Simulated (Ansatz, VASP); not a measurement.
Two plane-wave programs on AgCl

```
Ag Cl
1.0
     3.43397    0.00000    0.00000
     0.00000    3.43397    0.00000
     0.00000    0.00000    3.43397
Ag Cl
1 1
Direct
  0.00000 0.00000 0.00000
  0.50000 0.50000 0.50000
```

Measurements of this composition are mostly on another form, of space group No. 225.

Alike in both runs: task single point; functional LDA; k mesh 6 × 6 × 6; occupations gaussian, width 0.1 eV; no spin polarisation.

```csv
,VASP,Ansatz
version,VASP 6.6.1,Ansatz 0.2.0
potentials or method,"VASP PAW LDA potentials, release 64 (Ag, Cl)","scalar-relativistic, plane waves, PAW"
plane-wave cutoff (eV),520,420
valence electrons in the cell,18,26
```

```csv
,VASP,Ansatz,Ansatz less VASP
gap on the k mesh at the Fermi level (eV),0.30,0.27,-0.030
least direct gap on the mesh (eV),1.82,1.79,-0.028
pressure (GPa),-7.6,-7.6,+0.02
```

The two sets of potentials don't hold the same shells in valence.

A k mesh can miss the band edges.
